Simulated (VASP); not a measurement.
## VASP inputs for InSb (strained zincblende)

INCAR

```
PREC = Accurate
NELM = 120
GGA = PE
ISIF = 2
ISMEAR = -1
LWAVE = .FALSE.
LASPH = .TRUE.
NBANDS = 16
ENCUT = 520
LREAL = .FALSE.
EDIFF = 1E-7
SIGMA = 0.02
IBRION = -1
NSW = 0
LCHARG = .FALSE.
```

KPOINTS

```
KPOINTS created by Atomic Simulation Environment
0
Gamma
6 6 6
0 0 0
```

KPOINTS_OPT

```
special points
7
Reciprocal
0.0000000000 0.0000000000 0.0000000000 1
-0.5000000000 -0.5000000000 0.0000000000 1
-0.3750000000 -0.3750000000 0.2500000000 1
-0.3750000000 0.0000000000 0.3750000000 1
0.0000000000 0.0000000000 0.5000000000 1
-0.5000000000 -0.2500000000 0.2500000000 1
-0.0126950000 -0.0126950000 0.0000000000 1
```

POSCAR

```
In Sb
 1.0000000000000000
     0.0000000000000000    3.2467178874000000    3.3113180160000000
     3.2467178874000000    0.0000000000000000    3.3113180160000000
     3.2467178874000000    3.2467178874000000    0.0000000000000000
 In  Sb
   1   1
Cartesian
  0.0000000000000000  0.0000000000000000  0.0000000000000000
  1.6233589437000004  1.6233589437000004  1.6556590080000000
```

VASP ran with the recommended PBE PAW datasets (18 valence electrons in the cell).

Q: Predict the results.

A: gap between bands v and c -0.01 eV (bands overlap: a metal); least direct gap 0.00 eV; pressure 1.9 GPa.

Band v is the last that the valence electrons fill when counted band by band, and c is the next. Levels in eV from the top of v:

```csv
point,v−1,v,c,c+1
Γ,-0.10,0.00,0.00,2.91
X,-2.14,-2.14,1.40,1.42
K,-3.03,-1.91,1.56,3.57
L,-1.06,-0.94,0.45,3.73
W,-2.78,-2.66,3.43,3.97
```
